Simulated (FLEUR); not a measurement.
CdTe:

```xyz
2
Lattice="0.0000 3.2050 3.2050 3.2050 0.0000 3.2050 3.2050 3.2050 0.0000" Properties=species:S:1:pos:R:3 pbc="T T T"
Te    4.8075    4.8075    4.8075
Cd    0.0000    0.0000    0.0000
```

Program: FLEUR MaX-R8.1 (later development tree). Alike in all runs: task band structure; level PBE; potentials or basis all-electron, FLAPW; no spin polarisation; cell as given; k mesh 7 × 7 × 7; smearing fermi-dirac 0.05 eV. Hardware: 1 thread of Arm Neoverse V1 (shared host).

Problem. Order these runs on this cell by their wall time, lowest first.
A. gmax 25 1/bohr; lmax Te 12, Cd 13; inpgen profile precise; kmax 5 1/bohr
B. gmax 17.5 1/bohr; lmax Te 8, Cd 9; inpgen profile veryFastHighL; kmax 3.5 1/bohr
C. gmax 13.2 1/bohr; lmax Te 9, Cd 10; kmax 4.26 1/bohr

Solution. B (50 s), C (120 s), A (420 s).
